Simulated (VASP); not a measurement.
# Si, self-consistent run: which settings are enough?

Si, Imma (no. 74), 2 atoms in the cell. PBE; PAW potentials Si (PBE set). VASP 6.6.1. The cell is changed on purpose: last atom moved by 0.04 Å along z, cell strained by +1.0% along z.

Wanted: energy within 2 meV/atom.

What the run is for: energy; Accuracy asked: standard.

POSCAR:
```
Si
1.0
    0.0000000000      2.7218511865      2.7490696984
    2.7218511865      0.0000000000      2.7490696984
    2.7218511865      2.7218511865      0.0000000000
Si
2
Direct
    0.5000000000      0.5000000000      0.5000000000
    0.7573479400      0.7573479400      0.7426520600
```

The series start from Plane-wave cutoff (eV): 320; k-point mesh: 7 × 7 × 7; Precision mode (PREC): Accurate; Electronic threshold (eV): 1e-6; Bands in all (NBANDS): 14; Aspherical gradient terms in the spheres (LASPH): yes; Electronic algorithm: ALGO=Normal; Use of symmetry (ISYM): defaults; Density mixing: defaults. Each series keeps the choices made before it, and each single choice may use up half of a tolerance.

## Plane-wave cutoff (eV)

| Plane-wave cutoff (eV) | Energy less reference (meV/atom) | SCF iterations | Time (s) |
|---|---|---|---|
| 200 | 22.8 | 12 | 7.2 |
| 240 | 12.2 | 12 | 8.7 |
| 280 | 5.2 | 12 | 9.0 |
| 320 | 2.1 | 11 | 8.1 |
| 370 | 0.6 | 11 | 9.1 |
| 430 | 0.1 | 11 | 19 |
| 510 | 0.1 | 11 | 19 |
| 640 (reference) | 0.0 | 11 | 20 |

Chosen: 370, the loosest value from which every tighter one stays within half of the tolerance.

## k-point mesh

| k-point mesh | Energy less reference (meV/atom) | SCF iterations | Time (s) |
|---|---|---|---|
| 2 × 2 × 2 | 1262.0 | 12 | 2.1 |
| 3 × 3 × 3 | 305.2 | 11 | 2.4 |
| 4 × 4 × 4 | 92.8 | 11 | 3.5 |
| 5 × 5 × 5 | 31.8 | 12 | 4.8 |
| 6 × 6 × 6 | 11.8 | 12 | 7.3 |
| 7 × 7 × 7 | 4.7 | 11 | 9.1 |
| 9 × 9 × 9 | 0.8 | 11 | 17 |
| 11 × 11 × 11 | 0.1 | 11 | 27 |
| 14 × 14 × 14 (reference) | 0.0 | 11 | 50 |

Chosen: 9 × 9 × 9.

## Precision mode (PREC)

| Precision mode (PREC) | Energy less reference (meV/atom) | SCF iterations | Time (s) |
|---|---|---|---|
| SingleN | 0.7 | 11 | 13 |
| Normal | 0.0 | 11 | 13 |
| Single | 0.1 | 11 | 15 |
| Accurate (reference) | 0.0 | 11 | 17 |

Chosen: SingleN.

## Electronic threshold (eV)

| Electronic threshold (eV) | Energy less reference (meV/atom) | SCF iterations | Time (s) |
|---|---|---|---|
| 0.001 | 0.0 | 9 | 10 |
| 0.0001 | 0.0 | 10 | 12 |
| 1e-5 | 0.0 | 11 | 17 |
| 1e-6 | 0.0 | 11 | 13 |
| 1e-7 | 0.0 | 13 | 17 |
| 1e-8 (reference) | 0.0 | 14 | 18 |

Chosen: 0.001.

## Bands in all (NBANDS)

| Bands in all (NBANDS) | Energy less reference (meV/atom) | SCF iterations | Time (s) |
|---|---|---|---|
| 5 | 0.0 | 9 | 5.7 |
| 6 | 0.0 | 9 | 5.3 |
| 8 | 0.0 | 9 | 6.6 |
| 10 | 0.0 | 9 | 8.2 |
| 14 | 0.0 | 9 | 10 |
| 24 (reference) | 0.0 | 9 | 20 |

Chosen: 5.

## Aspherical gradient terms in the spheres (LASPH)

| Aspherical gradient terms in the spheres (LASPH) | Energy less reference (meV/atom) | SCF iterations | Time (s) |
|---|---|---|---|
| no | 0.0 | 9 | 4.5 |
| yes (reference) | 0.0 | 9 | 5.7 |

Chosen: no.

## Electronic algorithm

| Electronic algorithm | Energy less reference (meV/atom) | SCF iterations | Time (s) |
|---|---|---|---|
| ALGO=Normal | 0.0 | 9 | 4.5 |
| ALGO=Fast | 0.0 | 9 | 4.7 |
| ALGO=VeryFast | 0.1 | 15 | 6.2 |
| ALGO=All ISEARCH=1 | 0.1 | 9 | 4.7 |
| ALGO=All ISEARCH=0 | 0.1 | 9 | 4.7 |
| ALGO=Damped TIME=0.4 | 0.1 | 16 | 6.7 |
| ALGO=Damped TIME=0.1 | 0.5 | 24 | 8.8 |

Chosen: ALGO=Normal; no other choice that stays within half of the tolerance saves 30 % of the time.

## Use of symmetry (ISYM)

| Use of symmetry (ISYM) | Energy less reference (meV/atom) | SCF iterations | Time (s) |
|---|---|---|---|
| defaults | 0.0 | 9 | 4.5 |
| ISYM=1 | 0.0 | 9 | 4.7 |
| ISYM=0 | 0.0 | 9 | 12 |
| ISYM=-1 | 0.0 | 9 | 22 |

Chosen: defaults.

## Density mixing

| Density mixing | Energy less reference (meV/atom) | SCF iterations | Time (s) |
|---|---|---|---|
| defaults | 0.0 | 9 | 4.5 |
| AMIX=0.8 | 0.0 | 8 | 4.8 |
| AMIX=0.1 | 0.0 | 9 | 4.5 |
| AMIX=0.2 | 0.1 | 9 | 7.0 |
| BMIX=2.0 | 0.1 | 9 | 4.3 |
| AMIN=0.01 | 0.0 | 9 | 4.3 |
| AMIX=0.4 AMIN=0.6 IMIX=2 | -0.8 | 12 | 6.2 |

Chosen: defaults.

## All choices together

| Input | Energy less reference (meV/atom) | Time (s) |
|---|---|---|
| the program's defaults (naive) | 104.1 | 1.0 |
| chosen settings | 1.5 | 9.1 |
| reference settings throughout | 0.0 | 312 |

The tolerance is met.

1 cheaper combination failed this check first and made the worst setting one step tighter.

## The input

INCAR:
```
GGA = PE
ISMEAR = 0
SIGMA = 0.03
LWAVE = F
LCHARG = F
ISIF = 2
PREC = SingleN
LASPH = F
LREAL = F
ALGO = Normal
EDIFF = 0.001
NELM = 120
GGA_COMPAT = F
ENCUT = 370
EFERMI = MIDGAP
NBANDS = 5
```

KPOINTS:
```
Automatic mesh
0
Gamma
  11 11 11
  0 0 0
```

Commands:
```
cat potpaw_PBE.64/Si/POTCAR > POTCAR
mpirun -np 1 vasp_std > vasp.out
```

The chosen input took VASP 6.6.1 9.1 s on 1 core (Intel Xeon Platinum 8259CL @ 2.50GHz (Skylake/Cascade Lake)), a shared host.

## An input that fails: too few electronic steps

The electronic loop stops at its limit of 6 steps.

Changes against the starting input:
```
- NELM = 120
+ NELM = 6
```
